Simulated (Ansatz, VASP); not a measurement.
## TiCo: VASP beside Ansatz

File INCAR:

```
  ALGO = Fast
  EDIFF = 1E-6
  ENCUT = 520
  GGA = PE
  ISIF = 2
  ISMEAR = -1
  ISPIN = 2
  LASPH = True
  LCHARG = False
  LMAXMIX = 4
  LORBIT = 11
  LREAL = False
  LWAVE = False
  MAGMOM = 2 1
  NBANDS = 22
  NELM = 150
  PREC = Accurate
  SIGMA = 0.05
```

KPOINTS

```
k-points
0
Gamma
  9 9 9
```

Contents of POSCAR:

```
TiCo
1.0
    2.9457531915      0.0000000000      0.0000000000
    0.0000000000      2.9457531915      0.0000000000
    0.0000000000      0.0000000000      2.9457531915
Co Ti
1 1
Direct
    0.5000000000      0.5000000000      0.5000000000
    0.0000000000      0.0000000000      0.0000000000
```

input.yaml

```yaml
crystal:
  lattice:
    - [2.9457531915, 0.0, 0.0]
    - [0.0, 2.9457531915, 0.0]
    - [0.0, 0.0, 2.9457531915]
  atoms:
    - { symbol: Co, position: [0.5, 0.5, 0.5], spin: 2.0 }
    - { symbol: Ti, position: [0.0, 0.0, 0.0], spin: 1.0 }
kpoints:
  mp_grid: { grid: [9, 9, 9] }
scf:
  occupations: { method: fermi_dirac, width: 0.05 }
hamiltonian:
  xc: pbe
  pseudopotentials: { kind: all_electron, lapw: { basis_error: 0.0005 } }
magnetization:
  spin_polarized: true
output:
  forces: true
  stress: true
  eigenvalues: true
```

Change from the starting cell: volume scaled by 0.96.

Alike in both runs: task single point; functional PBE; k mesh 9 × 9 × 9; occupations fermi-dirac, width 0.05 eV; collinear spin.

|  | VASP | Ansatz |
| --- | --- | --- |
| version | VASP 6.6.1 | Ansatz 0.2.0 |
| potentials or method | VASP PAW PBE potentials, release 64 (Co, Ti_sv) | all-electron LAPW, scalar-relativistic |
| plane-wave cutoff (eV) | 520 | see its input |

Ansatz gave:

```
gap on the k mesh at the Fermi level (eV)                     : none
pressure (GPa)                                                : 6.7
net moment per atom (μB)                                      : 0.39
size of the moment on the site where the two differ most (μB) : 0.85
```

Problem. What did VASP give for the same quantities?

Solution. gap on the k mesh at the Fermi level (eV): none; pressure (GPa): 5.9; net moment per atom (μB): 0.35; size of the moment on the site where the two differ most (μB): 0.76.

Site moments also hang on the region over which each program counts them. A gap of «none» marks a metal or a gap that the smearing closes. Ansatz ran all-electron here, so the differences hold the error of VASP's frozen core and of both bases.
